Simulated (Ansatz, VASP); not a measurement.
## Two plane-wave programs on BN

```
B N
1.0
     0.00000    1.98095    1.71258
     1.71258    0.00000    1.71258
     1.71258    1.98095    0.00000
B N
1 1
Direct
  0.00000 0.00000 0.00000
  0.75000 0.75000 0.75000
```

Alike in both runs: task single point; functional PBE; k mesh 12 × 12 × 12; occupations gaussian, width 0.05 eV; no spin polarisation.

|  | VASP | Ansatz |
| --- | --- | --- |
| version | VASP 6.6.1 | Ansatz 0.2.0 |
| potentials or method | VASP PAW PBE potentials, release 64 (B, N) | scalar-relativistic, plane waves, PAW |
| plane-wave cutoff (eV) | 520 | 520 |
| valence electrons in the cell | 8 | 8 |

```tsv
	VASP	Ansatz	Ansatz less VASP
gap on the k mesh at the Fermi level (eV)	3.13	3.14	+0.013
least direct gap on the mesh (eV)	7.61	7.62	+0.006
pressure (GPa)	9.8	9.6	-0.24
largest component of the traceless stress (GPa)	73.05	73.02	-0.027
```

A k mesh can miss the band edges.
